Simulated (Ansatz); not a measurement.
The system is CdS (Greenockite).

```
Cd S
1.0
     4.15000    0.00000    0.00000
    -2.07500    3.59401    0.00000
     0.00000    0.00000    6.73700
Cd S
2 2
Direct
  0.66667 0.33333 0.50000
  0.33333 0.66667 0.00000
  0.66667 0.33333 0.87500
  0.33333 0.66667 0.37500
```

```yaml
Program: Ansatz 0.2.0
Task: relaxation of cell and atoms
Functional: PBEsol
Dispersion: D4
Potentials_or_basis: Ansatz PAW
Cutoff: "420 eV (not typed: the program's choice for these potentials)"
k_mesh: 7 × 7 × 4
Occupations: fermi-dirac, width 0.05 eV
Spin: no spin polarisation
```

At the start: volume 25.12 Å³/atom.

How do energy, volume and symmetry change on relaxing?

It ends after 4 steps and the volume is 24.24 Å³/atom (-3.5 %); space group P6_3mc (No. 186, to 0.05 Å).

Step by step:
```
step  energy change (eV)  largest force (eV/Å)  volume (Å³)
   1              0.0000                0.0650       100.48
   2             -0.0254                0.0185        96.78
   3             -0.0255                0.0070        96.96
   4             -0.0250                0.0070        96.96
```

Final structure:
```cif
data_structure
_symmetry_space_group_name_H-M 'P 1'
_symmetry_Int_Tables_number 1
_cell_length_a 4.0967
_cell_length_b 4.0967
_cell_length_c 6.6713
_cell_angle_alpha 90.000
_cell_angle_beta 90.000
_cell_angle_gamma 120.000
_cell_volume 96.96
loop_
_atom_site_label
_atom_site_type_symbol
_atom_site_fract_x
_atom_site_fract_y
_atom_site_fract_z
_atom_site_occupancy
Cd1 Cd 0.66667 0.33333 0.49946 1
Cd2 Cd 0.33333 0.66667 0.99946 1
S1 S 0.66667 0.33333 0.87554 1
S2 S 0.33333 0.66667 0.37554 1
```

Caveat: the plane-wave basis is chosen anew once the cell has moved, so the energies of steps on either side of that aren't comparable; the PAW data sets come from PBE, with cores solved anew for the run's functional, which leaves a small shift of forces and pressure.
